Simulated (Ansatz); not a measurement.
Re, DFT, PBE, all-electron LAPW, scalar-relativistic (Ansatz 0.2.0), run on 1 thread of Intel(R) Xeon(R) Platinum 8488C (Sapphire Rapids) on a shared host.

The cell is the one relaxed in the Materials Project (mp-975065), not relaxed further here; entries there can be hypothetical. The listed cell was then made from it by scaling, straining or moving an atom.

Command: `ansatz run input.yaml --threads 1 --pin off --max-ram 6144MiB --backend cpu --events-out ev --progress --plain --runs-dir out`

```yaml
crystal:
  lattice:
    - [1.3652191954, 0.78820967, 6.6080752596]
    - [-1.3652191954, 0.78820967, 6.6080752596]
    - [0.0, -1.5764193399, 6.6080752596]
  atoms:
    - { symbol: Re, position: [0.0, 0.0, 0.0] }
    - { symbol: Re, position: [0.22217388, 0.22217388, 0.22217388] }
    - { symbol: Re, position: [0.77782612, 0.77782612, 0.77782612] }
kpoints:
  mp_grid: { grid: [15, 15, 15] }
  band_path:
    path:
      - [0.0, 0.0, 0.0]
      - [0.5, 0.5, 0.5]
      - [0.823848225, 0.176151775, 0.5]
      - [0.5, -0.176151775, 0.176151775]
      - [0.5, 0.0, 0.0]
      - [0.0, 0.0, 0.0]
      - [0.3380758875, -0.3380758875, 0.0]
      - [0.6619241125, 0.0, 0.3380758875]
      - [0.5, 0.0, 0.5]
    npoints: 5
scf:
  occupations: { method: fermi_dirac, width: 0.05 }
hamiltonian:
  xc: pbe
  pseudopotentials: { kind: all_electron, lapw: { basis_error: 0.0005 } }
output:
  forces: true
  stress: true
  eigenvalues: true
```

Question: How large is the problem that the program sets up?

Answer: 344 irreducible k-points, 523 plane waves at Γ, 81 bands.

Question: About how long does it take, and how much memory does it use?

Answer: 8.8 min of wall time for 12 SCF iterations, with a peak of 2.7 GiB. Times on shared machines scatter by tens of per cent.
